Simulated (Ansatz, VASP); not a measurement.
# CdS: VASP beside Ansatz

```xyz
2
Lattice="0.0000 2.8308 2.6044 2.8308 0.0000 2.6044 2.8308 2.8308 0.0000" Properties=species:S:1:pos:R:3 pbc="T T T"
Cd    0.0000    0.0000    0.0000
S     2.8308    2.8308    2.6044
```

Alike in both runs: task single point; functional PBE; k mesh 12 × 12 × 12; occupations gaussian, width 0.03 eV; no spin polarisation.

|  | VASP | Ansatz |
| --- | --- | --- |
| version | VASP 6.6.1 | Ansatz 0.2.0 |
| potentials or method | VASP PAW PBE potentials, release 64 (Cd, S) | scalar-relativistic, plane waves, PAW |
| plane-wave cutoff (eV) | 520 | 420 |
| valence electrons in the cell | 18 | 26 |

VASP gave:

- gap on the k mesh at the Fermi level (eV): none
- pressure (GPa): 0.9
- largest component of the traceless stress (GPa): 4.43

Task: Estimate Ansatz's values.

Result: gap on the k mesh at the Fermi level (eV): none; pressure (GPa): 0.5; largest component of the traceless stress (GPa): 4.22.

A gap of «none» marks a metal or a gap that the smearing closes. The two sets of potentials don't hold the same shells in valence.
